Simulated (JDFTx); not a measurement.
# InAs (F-43m) in JDFTx: settings compared

Aim: see how the results for InAs move with the level of theory and the settings. Levels: PBEsol, TASK, HLE16, HSE06. Tasks: single point.

Everything below comes from runs of JDFTx 1.7.0 (patched build). Logs are shortened: lines on timing, memory, paths and dates and some standing lists are left out, and cuts for length are marked. The log counts tension as positive stress, the text compression.

**Measured values to compare with.**

A printed reference work, data compilation reports, for a bulk crystal of InAs at 4.2 K: band gap 0.418 eV (direct).

The results are compared with them further down.

## (1) The structure

The structure is cubic, space group F-43m (No. 216). Conventional cell: a = 6.036 Å, b = 6.036 Å, c = 6.036 Å, α = 90.00°, β = 90.00°, γ = 90.00°. In (site symmetry -43m) has 4 As at 2.61 Å as nearest neighbours. Around As (site symmetry -43m) lie 4 In at 2.61 Å.

## (2) Single point, PBEsol

File InAs.in:

```
lattice Face-Centered Cubic 11.4063868882
coords-type Lattice
ion In     0.0000000000     0.0000000000     0.0000000000 1
ion As     0.7500000000     0.7500000000     0.7500000000 1

ion-species pseudo/In.upf
ion-species pseudo/As.upf
elec-cutoff 42 336
elec-ex-corr gga-PBEsol
kpoint-folding 8 8 8
elec-smearing Fermi 0.0018374661
elec-n-bands 21
electronic-SCF nIterations 100 energyDiffThreshold 1e-09
electronic-minimize nIterations 30 energyDiffThreshold 1e-7
converge-empty-states yes
forces-output-coords Cartesian

dump-name run.$VAR
dump End Ecomponents EigStats BandEigs Kpoints Forces Stress ElecDensity Dtot KEdensity
```

Potentials or basis: PseudoDojo-SR-PBEsol-0.4.1-standard.

Run with:

```console
jdftx -c 1 -i InAs.in -o InAs.out
```

What it wrote:

```text
*************** JDFTx 1.7.0 (patched build) ***************

Input parsed successfully to the following command list (including defaults):
[... the input with its defaults ...]

---------- Setting up symmetries ----------

Found 48 point-group symmetries of the bravais lattice
Found 24 space-group symmetries with basis
Applied RMS atom displacement 0 bohrs to make symmetries exact.

---------- Initializing the Grid ----------
R =
[            0      5.70319      5.70319  ]
[      5.70319            0      5.70319  ]
[      5.70319      5.70319            0  ]
unit cell volume = 371.009
G =
[  -0.550848   0.550848   0.550848  ]
[   0.550848  -0.550848   0.550848  ]
[   0.550848   0.550848  -0.550848  ]
Minimum fftbox size, Smin = [  68  68  68  ]
Chosen fftbox size, S = [  70  70  70  ]

---------- Initializing tighter grid for wavefunction operations ----------
R =
[            0      5.70319      5.70319  ]
[      5.70319            0      5.70319  ]
[      5.70319      5.70319            0  ]
unit cell volume = 371.009
G =
[  -0.550848   0.550848   0.550848  ]
[   0.550848  -0.550848   0.550848  ]
[   0.550848   0.550848  -0.550848  ]
Minimum fftbox size, Smin = [  48  48  48  ]
Chosen fftbox size, S = [  48  48  48  ]

---------- Exchange Correlation functional ----------
Initalized PBEsol GGA exchange.
Initalized PBEsol GGA correlation.

---------- Setting up pseudopotentials ----------
Width of ionic core gaussian charges (only for fluid interactions / plotting) set to 0

Reading pseudopotential file 'pseudo/In.upf':
  'In' pseudopotential, 'PBESOL' functional
  Generated using ONCVPSP code by D. R. Hamann
  13 valence electrons, 3 orbitals, 6 projectors, 1001 radial grid points, with lMax = 2
    4D    l: 2   occupation: 10.0   eigenvalue: -0.683211
    5S    l: 0   occupation:  2.0   eigenvalue: -0.303394
    5P    l: 1   occupation:  1.0   eigenvalue: -0.092565
  Core radius for overlap checks: 2.17 bohrs.

Reading pseudopotential file 'pseudo/As.upf':
  'As' pseudopotential, 'PBESOL' functional
  Generated using ONCVPSP code by D. R. Hamann
  15 valence electrons, 3 orbitals, 6 projectors, 1001 radial grid points, with lMax = 2
    3D    l: 2   occupation: 10.0   eigenvalue: -1.493596
    4S    l: 0   occupation:  2.0   eigenvalue: -0.532985
    4P    l: 1   occupation:  3.0   eigenvalue: -0.190970
  Core radius for overlap checks: 1.74 bohrs.

Initialized 2 species with 2 total atoms.

Folded 1 k-points by 8x8x8 to 512 k-points.

---------- Setting up k-points, bands, fillings ----------
Adding inversion symmetry to k-mesh for non-inversion-symmetric unit cell.
Reduced to 29 k-points under symmetry.
Computing the number of bands and number of electrons
Calculating initial fillings.
nElectrons:  28.000000   nBands: 21   nStates: 29

----- Setting up reduced wavefunction bases (one per k-point) -----
average nbasis = 4822.705 , ideal nbasis = 4823.388

---------- Setting up ewald sum ----------
Optimum gaussian width for ewald sums = 2.590292 bohr.
Real space sum over 1331 unit cells with max indices [  5  5  5  ]
Reciprocal space sum over 2197 terms with max indices [  6  6  6  ]

---------- Allocating electronic variables ----------
Initializing wave functions:  linear combination of atomic orbitals
Note: number of bands (21) exceeds available atomic orbitals (18)
In pseudo-atom occupations:   s ( 2 )  p ( 1 )  d ( 10 )
As pseudo-atom occupations:   s ( 2 )  p ( 3 )  d ( 10 )
	FillingsUpdate:  mu: +0.317440332  nElectrons: 28.000000
LCAOMinimize: Iter:   0  F: -152.5998182727608992  |grad|_K:  1.667e-03  alpha:  1.000e+00
	FillingsUpdate:  mu: +0.299341914  nElectrons: 28.000000
LCAOMinimize: Iter:   1  F: -152.6088170042520176  |grad|_K:  3.958e-05  alpha:  4.932e-01  linmin: -1.251e-01  cgtest:  4.190e-01
LCAOMinimize: Encountered beta<0, resetting CG.
	FillingsUpdate:  mu: +0.299261280  nElectrons: 28.000000
LCAOMinimize: Iter:   2  F: -152.6088248974270698  |grad|_K:  9.629e-06  alpha:  7.868e-01  linmin: -1.211e-03  cgtest:  1.632e-02
	FillingsUpdate:  mu: +0.299376535  nElectrons: 28.000000
LCAOMinimize: Iter:   3  F: -152.6088252301377395  |grad|_K:  8.519e-07  alpha:  5.595e-01  linmin: -4.670e-05  cgtest: -4.331e-02
	FillingsUpdate:  mu: +0.299373362  nElectrons: 28.000000
LCAOMinimize: Iter:   4  F: -152.6088252345456340  |grad|_K:  4.928e-08  alpha:  9.482e-01  linmin: -1.470e-03  cgtest:  2.935e-02
LCAOMinimize: Converged (|Delta F|<1.000000e-06 for 2 iters).

-------- Electronic minimization -----------
Will mix electronic density at each iteration.
	FillingsUpdate:  mu: +0.299373362  nElectrons: 28.000000
	FillingsUpdate:  mu: +0.293198401  nElectrons: 28.000000
SCF: Cycle:  0   F: -152.641995862631234   dF: -3.317e-02   |Residual|: 3.978e-02   |deigs|: 1.563e-01
	FillingsUpdate:  mu: +0.293907449  nElectrons: 28.000000
SCF: Cycle:  1   F: -152.642623210151271   dF: -6.273e-04   |Residual|: 2.210e-02   |deigs|: 6.028e-03
	FillingsUpdate:  mu: +0.296001702  nElectrons: 28.000000
SCF: Cycle:  2   F: -152.642741929038920   dF: -1.187e-04   |Residual|: 3.874e-03   |deigs|: 2.682e-03
	FillingsUpdate:  mu: +0.296679337  nElectrons: 28.000000
SCF: Cycle:  3   F: -152.642754263362150   dF: -1.233e-05   |Residual|: 1.566e-03   |deigs|: 1.474e-03
	FillingsUpdate:  mu: +0.296964824  nElectrons: 28.000000
SCF: Cycle:  4   F: -152.642756798612169   dF: -2.535e-06   |Residual|: 6.442e-04   |deigs|: 3.768e-04
	FillingsUpdate:  mu: +0.296949944  nElectrons: 28.000000
SCF: Cycle:  5   F: -152.642757739202324   dF: -9.406e-07   |Residual|: 1.949e-04   |deigs|: 1.126e-04
	FillingsUpdate:  mu: +0.297013272  nElectrons: 28.000000
SCF: Cycle:  6   F: -152.642758408948197   dF: -6.697e-07   |Residual|: 6.696e-05   |deigs|: 2.000e-04
	FillingsUpdate:  mu: +0.297017652  nElectrons: 28.000000
SCF: Cycle:  7   F: -152.642758730949140   dF: -3.220e-07   |Residual|: 1.720e-05   |deigs|: 1.147e-04
	FillingsUpdate:  mu: +0.297016809  nElectrons: 28.000000
SCF: Cycle:  8   F: -152.642758856632412   dF: -1.257e-07   |Residual|: 1.352e-05   |deigs|: 5.212e-05
	FillingsUpdate:  mu: +0.297016731  nElectrons: 28.000000
SCF: Cycle:  9   F: -152.642758920296103   dF: -6.366e-08   |Residual|: 1.174e-05   |deigs|: 6.179e-05
	FillingsUpdate:  mu: +0.297016703  nElectrons: 28.000000
SCF: Cycle: 10   F: -152.642758939815536   dF: -1.952e-08   |Residual|: 3.046e-06   |deigs|: 7.073e-05
	FillingsUpdate:  mu: +0.297016983  nElectrons: 28.000000
SCF: Cycle: 11   F: -152.642758951234526   dF: -1.142e-08   |Residual|: 1.617e-06   |deigs|: 8.171e-05
	FillingsUpdate:  mu: +0.297016841  nElectrons: 28.000000
SCF: Cycle: 12   F: -152.642758954512374   dF: -3.278e-09   |Residual|: 6.288e-07   |deigs|: 3.254e-05
	FillingsUpdate:  mu: +0.297016887  nElectrons: 28.000000
SCF: Cycle: 13   F: -152.642758956520282   dF: -2.008e-09   |Residual|: 6.975e-07   |deigs|: 3.560e-05
	FillingsUpdate:  mu: +0.297016930  nElectrons: 28.000000
SCF: Cycle: 14   F: -152.642758957180092   dF: -6.598e-10   |Residual|: 8.577e-07   |deigs|: 2.471e-05
	FillingsUpdate:  mu: +0.297016874  nElectrons: 28.000000
SCF: Cycle: 15   F: -152.642758957631770   dF: -4.517e-10   |Residual|: 1.363e-06   |deigs|: 3.614e-05
SCF: Converged (|Delta E|<1.000000e-09 for 2 iters).

Setting wave functions to eigenvectors of Hamiltonian
Converging empty states (this may take a while):
EmptyStates: None of the convergence criteria satisfied.
|deigs|: 1.437e-04

# Stress tensor in Cartesian coordinates [Eh/a0^3]:
[ -5.47009e-05            0            0  ]
[            0 -5.47009e-05            0  ]
[            0            0 -5.47009e-05  ]

# Ionic positions in lattice coordinates:
ion In   0.000000000000000   0.000000000000000   0.000000000000000 1
ion As   0.750000000000000   0.750000000000000   0.750000000000000 1

# Forces in Cartesian coordinates:
force In  -0.000000000000000  -0.000000000000000  -0.000000000000000 1
force As   0.000000000000000   0.000000000000000  -0.000000000000000 1

# Energy components:
   Eewald =      -92.8949152033454908
       EH =       52.2035819904926939
     Eloc =     -139.2081714678384117
      Enl =      -66.9169465709742042
      Exc =      -43.3574943449776242
 Exc_core =       19.6019705305331229
       KE =      117.9292358636871114
-------------------------------------
     Etot =     -152.6427392024228880
       TS =        0.0000197552088862
-------------------------------------
        F =     -152.6427589576317700

IonicMinimize: Iter:   0  F: -152.642758957631770  |grad|_K:        nan
IonicMinimize: None of the convergence criteria satisfied after 0 iterations.

#--- Lowdin population analysis ---
# oxidation-state In +0.229
# oxidation-state As -0.199

Dumping 'run.eigStats' ...
	eMin: -0.993524 at state 20 ( [ +0.000000 +0.500000 +0.500000 ] spin 0 )
	HOMO: +0.295283 at state 0 ( [ +0.000000 +0.000000 +0.000000 ] spin 0 )
	mu  : +0.297017
	LUMO: +0.327902 at state 4 ( [ +0.000000 +0.000000 +0.500000 ] spin 0 )
	eMax: +0.766345 at state 19 ( [ +0.000000 +0.375000 -0.375000 ] spin 0 )
	HOMO-LUMO gap: +0.032618
	Optical gap  : +0.046270 at state 1 ( [ +0.000000 +0.000000 +0.125000 ] spin 0 )
WARNING: the last solve of the electrons (or of bands or displaced states from it) ended unconverged.
Done!
[note: the HOMO, LUMO and gaps printed at the end count levels as full or empty at half filling, so they show a gap where a level is partly filled]
```

Wall time 2.6 min (1 thread of Arm Neoverse V2, shared host); peak memory 0.2 GiB.

Results:

```
Free energy            : -4153.6211 eV
Pressure               : 1.6 GPa
Band gap on the k mesh : none (metal or under the smearing width)
Loewdin charges        : In +0.23; As -0.20 e
```

Caveat: the empty levels aren't tightly converged; this crystal is a semiconductor, whose small gap the functional closes, so the metal is an error of the method.

(Continued in part 2 of 2.)
